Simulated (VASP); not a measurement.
Write the native input for VASP 6.6.1 that does the following.

| Quantity | Value |
| --- | --- |
| Task | relaxation of cell and atoms |
| Functional | PBEsol |
| Potentials or basis | VASP PAW PBE potentials, release 64 (Fe) |
| Cutoff | 600 eV |
| k mesh | 12 × 12 × 7 |
| Occupations | gaussian, width 0.03 eV |
| Spin | no spin polarisation |
| Further INCAR settings | ALGO = Normal; EDIFF = 1e-07; IBRION = 2; EDIFFG = -0.005; NSW = 90; ISIF = 3 |

The structure of Fe lies in POSCAR:

```
Fe                                      
1.0
    2.4253573179     -0.0000000000     -0.0000000000
   -1.2126786540      2.1004210508      0.0000000000
   -0.0000000000      0.0000000000      3.8440695377
  Fe            
     2
Direct
     0.3333333300000021    0.6666666699999979    0.2500000000000000
     0.6666666699999979    0.3333333300000021    0.7500000000000000
```

This isn't the form of Fe at room conditions, which is bcc.

These files were run (other wordings do the same):

INCAR

```
SYSTEM = Fe
PREC = Accurate
ENCUT = 600
EDIFF = 1E-7
ISMEAR = 0
SIGMA = 0.03
LREAL = .False.
LASPH = .True.
NELM = 80
ALGO = Normal
ISIF = 3
LWAVE = .False.
LCHARG = .False.
GGA = PS
IBRION = 2
NSW = 90
EDIFFG = -0.005
```

KPOINTS

```
regular mesh
0
Gamma
  12 12 7
  0 0 0
```

Potentials or basis: VASP PAW PBE potentials, release 64 (Fe).

Launch:

```bash
$ cat potpaw_PBE.64/Fe/POTCAR > POTCAR
$ mpirun -np 1 vasp_std > vasp.out
```

It gave:

```json
{"Pressure after relaxing": "0.0 GPa", "Band gap on the k mesh": "none (metal or under the smearing width)"}
```

Caveat: the relaxation stopped at its first step, so nothing moved; the PAW data sets were made with another functional, which shifts forces and pressure a little; the run has no spin polarisation, though such a crystal can be magnetic.

Run time: 17 s on 1 thread of Intel(R) Xeon(R) Platinum 8259CL CPU @ 2.50GHz (Skylake/Cascade Lake) (shared host), peak memory 0.15 GiB.
